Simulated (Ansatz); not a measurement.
The system is Y.

```xyz
4
Lattice="3.6425 0.0000 0.0000 -1.8213 3.1545 0.0000 0.0000 0.0000 11.8441" Properties=species:S:1:pos:R:3 pbc="T T T"
Y     1.8213    1.0515    8.8831
Y     0.0000    0.0000    5.9221
Y     0.0000    2.1030    2.9610
Y     0.0000    0.0000    0.0000
```

Program: Ansatz 0.2.0. Alike in all runs: potentials or basis all-electron LAPW, scalar-relativistic; no spin polarisation; cell as given; k mesh 8 × 8 × 3; smearing fermi-dirac 0.05 eV.

Order these runs on this cell by their pressure, lowest first.
A. level LDA; cutoff (eV) 118; basis error allowed 0.002 eV/atom
B. level PBE; cutoff (eV) 118; basis error allowed 0.002 eV/atom
C. level PBEsol; cutoff (eV) 127; basis error allowed 0.001 eV/atom

A (-5.2 GPa), C (-3.5 GPa), B (-1.7 GPa).

Not every run made on this cell is shown here.
